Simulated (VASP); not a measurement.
Here is a VASP 6.6.1 calculation.

INCAR

```
PREC = Accurate ; ENCUT = 520
EDIFF = 1E-7 ; ISMEAR = 0
SIGMA = 0.01 ; LREAL = F
LASPH = T ; NELM = 100
ALGO = Fast ; ISIF = 2
LWAVE = F ; LCHARG = F
GGA = PS ; ISYM = 0
NBANDS = 11
```

Contents of KPOINTS:

```
Automatic mesh
0
Gamma
  6 6 6
  0.5 0.5 0.5
```

Contents of POSCAR:

```
AlN
1.0
    2.7845870000      0.0000000000      0.0000000000
    1.3922935000      2.4115230810      0.0000000000
    1.3922935000      0.8038410270      2.2736057648
Al N
1 1
Direct
    0.0000000000      0.0000000000      0.0000000000
    0.5000000000      0.5000000000      0.5000000000
```

Potentials or basis: VASP PAW PBE potentials, release 64 (Al, N).

Command:

```sh
$ cat potpaw_PBE.64/Al/POTCAR potpaw_PBE.64/N/POTCAR > POTCAR
$ mpirun -np 1 vasp_std > vasp.out
```

Task: Predict the band gap on the k mesh.

Result: 5.46 eV, indirect (least direct gap 7.38 eV).

Task: Predict the pressure.

Result: 24.9 GPa.

Caveat: so large a pressure means that the cell lies far from this level's equilibrium, or that cutoff or potentials fall short; the potentials were made for another functional, which shifts forces and pressure. A k mesh can miss the band edges.
